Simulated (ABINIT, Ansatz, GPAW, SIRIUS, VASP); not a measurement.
# Ta2N: 5 runs at one level of theory

```
Ta N
1.0
     3.11286    0.00000    0.00000
    -1.55643    2.69582    0.00000
     0.00000    0.00000    4.86984
Ta N
2 1
Cartesian
  0.0000 1.7972 1.2404
  1.5564 0.8986 3.6294
  0.0000 0.0000 0.0000
```

The cell comes from a database or a generator and needn't be the stable form of this composition.

Alike in all runs: task single point; functional PBEsol; k mesh 10 × 10 × 6; occupations fermi-dirac, width 0.05 eV; no spin polarisation; no spin-orbit coupling. Pressure is positive in compression and, in plane waves, holds the error of the finite cutoff, which Ansatz's Pulay term estimates and takes out.

```csv
program and potentials,plane-wave cutoff (eV),notes,pressure (GPa),largest force (eV/Å)
"Ansatz, Ansatz PAW",420,"potentials made for PBE, which Ansatz adapts in part; 10.33 valence electrons an atom on average; Pulay term of +0.29 GPa included",-9.12,0.297
"GPAW, PAW data sets generated for this functional",800,10.33 valence electrons an atom on average,-9.01,0.262
"ABINIT, PseudoDojo NC SR PBEsol v0.4.1 standard",1143,10.33 valence electrons an atom on average,-9.17,0.290
"VASP, PBE PAW files N, Ta_pv, 520 eV",520,potentials made for PBE; 9 valence electrons an atom on average,-8.65,0.249
"SIRIUS, all-electron FP-LAPW, apw+lo standard",-,-,-,?
```

Problem. Estimate from the other rows what the run with SIRIUS, all-electron FP-LAPW, apw+lo standard gave.

Solution. Largest force 0.310 eV/Å. The other rows, which needn't bracket it: pressure -9.17 to -8.65; largest force 0.249 to 0.297.
